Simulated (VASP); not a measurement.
Hf: single point with PBE

Crystal: Hf.

```xyz
1
Lattice="-1.8050 1.8050 1.8050 1.8050 -1.8050 1.8050 1.8050 1.8050 -1.8050" Properties=species:S:1:pos:R:3 pbc="T T T"
Hf    0.0000    0.0000    0.0000
```

This isn't the form of Hf at room conditions, which is hcp.

```json
{
  "Program": "VASP 6.6.1",
  "Task": "single point",
  "Functional": "PBE",
  "Potentials or basis": "VASP PAW PBE potentials, release 64 (Hf_pv)",
  "Cutoff": "520 eV",
  "k mesh": "8 × 8 × 8",
  "Occupations": "gaussian, width 0.1 eV",
  "Spin": "no spin polarisation",
  "Dipole correction": "no",
  "Further INCAR settings": "ALGO = Fast; EDIFF = 1e-07; NBANDS = 11"
}
```

| Item | Value |
| --- | --- |
| Pressure | -5.6 GPa |
| Band gap on the k mesh | none (metal or under the smearing width) |

Levels at points of the mesh, in eV from the Fermi level:
| k point | band 3 | band 4 | band 5 | band 6 | band 7 | band 8 |
| --- | --- | --- | --- | --- | --- | --- |
| (0.00, 0.00, 0.00) | -30.03 | -6.87 | 1.49 | 1.49 | 1.49 | 4.12 |
| (0.50, 0.00, 0.00) | -30.03 | -3.23 | -0.41 | 0.89 | 3.93 | 4.88 |
| (0.50, 0.50, 0.50) | -30.52 | -2.36 | -2.36 | 6.40 | 6.40 | 6.40 |

Wall time 6.2 s on 1 thread of Intel(R) Xeon(R) Platinum 8488C (Sapphire Rapids) (shared host), peak memory 0.14 GiB.

Spin-orbit coupling is left out, which matters for the levels of Hf.
